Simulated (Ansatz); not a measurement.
## Hf: a fit and a missing row

Hf, Im-3m, a = 3.491 Å. This isn't the element's structure at ambient conditions. Ansatz: PBEsol, PAW, 420 eV, Γ-centred 16×16×16 mesh on 1 atom, Gaussian smearing 0.10 eV; no spin polarisation. Symmetry fixes shape and atoms, so the cell is only scaled; pressure is positive in compression.

```
V (Å³/atom) P (GPa)
     18.714    16.71
     19.352    11.72
     19.990     7.32
     20.628     3.43
     21.266     0.00
     21.904    -3.04
     22.542        ?
     23.393    -8.75
```

Problem. Take V0 = 21.266 Å³/atom, fit the third-order Birch–Murnaghan form to the other rows, and predict the missing pressure.

Solution. With the Eulerian strain f = ½[(V0/V)^(2/3) − 1] and y = P/[3f(1 + 2f)^(5/2)], the form is the line y = B0 + 1.5 B0 (B0′ − 4) f. Rows (f, y): 0.04448, 101.2; 0.03245, 102.9; 0.02106, 104.5; 0.01026, 105.9; -0.00976, 109.1; -0.03079, 111.0. Means f = 0.01128, y = 105.77; Σ(Δf)² = 0.003860, ΣΔfΔy = -0.5151; the slope is their ratio. y = 107.3 − 133.5 f GPa, so B0 = 107.3 GPa and B0′ = 4 + 2 × (-133.5)/(3 × 107.3) = 3.17. At V = 22.542, f = -0.01905, y = 109.84 and P = -5.70 GPa. The run gave -5.71 GPa, so the fit is 0.01 GPa too high, within the rms miss on the fitted rows (0.02 GPa).

Spin–orbit coupling is left out, which can shift energies with elements as heavy as these.